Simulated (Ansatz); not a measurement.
MgAl2O4:
```
CELL_PARAMETERS angstrom
      0.00000     4.04203     4.04203
      4.04203     0.00000     4.04203
      4.04203     4.04203     0.00000
ATOMIC_POSITIONS crystal
  Mg 0.75000 0.75000 0.75000
  Mg 0.50000 0.50000 0.50000
  Al 0.62500 0.12500 0.12500
  Al 0.12500 0.12500 0.62500
  Al 0.12500 0.62500 0.12500
  Al 0.12500 0.12500 0.12500
  O  0.36142 0.36142 0.36142
  O  0.33426 0.88858 0.88858
  O  0.36142 0.36142 0.91574
  O  0.88858 0.33426 0.88858
  O  0.91574 0.36142 0.36142
  O  0.88858 0.88858 0.88858
  O  0.36142 0.91574 0.36142
  O  0.88858 0.88858 0.33426
```

Relaxed with r²SCAN. Special points in fractions of this cell's reciprocal vectors: Γ (0.000, 0.000, 0.000); X (0.500, 0.000, 0.500); U (0.625, 0.250, 0.625); K (0.375, 0.375, 0.750); L (0.500, 0.500, 0.500); W (0.500, 0.250, 0.750).

List the band energies nearest the valence-band maximum at these points for the program Ansatz at the r²SCAN level (PAW).

In eV from the valence-band maximum; about four levels below and three above (degenerate sets whole), none deeper than 8.9 eV; points with the same levels are listed once.

| k | below | above |
|---|---|---|
| Γ | -0.44 -0.44 -0.44 -0.01 -0.01 -0.01 | 6.20 9.08 9.08 9.08 |
| X | -0.56 -0.56 -0.24 -0.24 | 9.19 9.19 10.32 10.32 |
| U | -0.77 -0.61 -0.47 -0.15 | 9.19 9.35 9.84 |
| L | -0.43 -0.43 -0.10 -0.10 | 8.48 8.61 10.18 10.18 |
| W | -0.67 -0.67 -0.33 -0.33 | 9.36 9.36 10.11 10.11 |

Space group Fd-3m (spinel). The cell was relaxed with r²SCAN under the symmetry of its start; of distortions, only those at the zone centre were tested.

Potentials: the later of the program's two PAW sets.
